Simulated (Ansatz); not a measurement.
Molecular dynamics on a 2×2×2 supercell (16 atoms) of BeS (F-43m), relaxed with r2SCAN. Forces come from PBE in Ansatz: constant energy and volume (NVE), velocities drawn at 600 K, steps of 2 fs. Classical nuclei, no spin polarisation; a few dozen steps show the first response, not equilibrium.

```yaml
crystal:
  lattice:
    - [0.0, 4.8686132732, 4.8686132732]
    - [4.8686132732, 0.0, 4.8686132732]
    - [4.8686132732, 4.8686132732, 0.0]
  atoms:
    - { symbol: Be, position: [0.0, 0.0, 0.0] }
    - { symbol: S, position: [0.125, 0.125, 0.125] }
    - { symbol: Be, position: [0.0, 0.0, 0.5] }
    - { symbol: S, position: [0.125, 0.125, 0.625] }
    - { symbol: Be, position: [0.0, 0.5, 0.0] }
    - { symbol: S, position: [0.125, 0.625, 0.125] }
    - { symbol: Be, position: [0.0, 0.5, 0.5] }
    - { symbol: S, position: [0.125, 0.625, 0.625] }
    - { symbol: Be, position: [0.5, 0.0, 0.0] }
    - { symbol: S, position: [0.625, 0.125, 0.125] }
    - { symbol: Be, position: [0.5, 0.0, 0.5] }
    - { symbol: S, position: [0.625, 0.125, 0.625] }
    - { symbol: Be, position: [0.5, 0.5, 0.0] }
    - { symbol: S, position: [0.625, 0.625, 0.125] }
    - { symbol: Be, position: [0.5, 0.5, 0.5] }
    - { symbol: S, position: [0.625, 0.625, 0.625] }
kpoints:
  mp_grid: { grid: [2, 2, 2] }
hamiltonian:
  xc: pbe
scf:
  occupations: { method: fermi_dirac, width: 0.052 }
md:
  ensemble: nve
  temperature: 600
  timestep: 2.0
  n_steps: 40
  initial_velocities: maxwell_boltzmann
  seed: 1609
```

Command: `ansatz run input.yaml --threads 4 --pin off --max-ram 3686MiB --backend cpu --events-out ev --progress --plain --runs-dir out`. It took 57 s on 4 threads of Arm Neoverse N1 (shared host), load about 0.8 per core; peak host memory 0.71 GiB.

```csv
step,t (fs),T (K),free energy F from step 0 (meV/atom),kinetic energy (meV/atom),largest force (eV/Å)
0,0,600,0.0,72.7,0.00
1,2,582,2.2,70.5,0.45
2,4,530,8.6,64.2,0.91
3,6,453,18.0,54.9,1.33
4,8,363,29.1,43.9,1.72
5,10,274,39.9,33.3,2.08
6,12,202,48.7,24.5,2.35
7,14,156,54.3,18.9,2.53
8,16,140,56.2,17.0,2.59
9,18,154,54.5,18.6,2.54
10,20,190,50.1,23.0,2.39
11,22,238,44.1,28.9,2.16
12,24,290,37.8,35.1,1.87
13,26,336,32.2,40.7,1.55
14,28,370,28.0,44.9,1.22
15,30,388,25.9,47.0,1.22
16,32,387,25.9,46.9,1.28
17,34,369,28.1,44.7,1.32
18,36,336,32.2,40.7,1.33
19,38,293,37.5,35.5,1.45
20,40,245,43.3,29.7,1.62
21,42,199,48.9,24.2,1.72
22,44,163,53.4,19.7,1.75
23,46,141,56.1,17.0,1.71
24,48,137,56.5,16.6,1.63
25,50,153,54.5,18.6,1.66
26,52,186,50.5,22.5,1.65
27,54,228,45.3,27.7,1.63
28,56,272,39.9,33.0,1.54
29,58,310,35.3,37.6,1.48
30,60,336,32.1,40.8,1.53
31,62,348,30.7,42.1,1.58
32,64,345,31.1,41.8,1.60
33,66,332,32.8,40.2,1.59
34,68,312,35.1,37.9,1.55
35,70,292,37.6,35.4,1.63
36,72,274,39.9,33.2,1.69
37,74,260,41.5,31.5,1.71
38,76,251,42.6,30.5,1.67
39,78,249,42.9,30.1,1.58
40,80,252,42.5,30.5,1.58
```

The temperature starts at 600 K, is lowest at step 24 (137 K, 48 fs) and ends at 252 K. The atoms start on their lattice sites with kinetic energy alone, so much of it first passes into potential energy. The conserved energy stays within 0.52 meV an atom. By the last step the atoms have moved 0.11 Å in the root mean square, the drift of the whole cell taken out, 0.19 Å at most.

Positions (Å) and forces (eV/Å) at step 40:
```
Be  -0.008  -0.116   0.114    -0.301   0.646  -0.323
S    1.247   1.158   1.248    -0.544  -0.086   0.271
Be   2.403   2.333   0.012     0.267   0.175  -0.231
S    3.571   3.569   1.240    -0.128   0.745  -0.037
Be   2.468  -0.001   2.496     0.210   0.011  -0.299
S    3.630   1.262   3.699     0.596  -0.594  -0.177
Be   4.795   2.483   2.418     0.596  -0.492   0.444
S    6.153   3.602   3.657    -0.595   0.200  -0.004
Be   0.010   2.403   2.518    -0.046   0.258  -1.040
S    1.137   3.684   3.643     0.659   0.083   0.158
Be   2.332   5.022   2.413     0.648  -1.375   0.419
S    3.609   6.108   3.555     0.488  -0.591   1.238
Be   2.464   2.490   4.829    -0.135   0.293   0.051
S    3.708   3.703   6.021    -0.457  -0.578   1.059
Be   4.978   4.775   4.958     0.164   0.894  -0.991
S    6.167   6.149   6.070    -1.422   0.410  -0.538
```
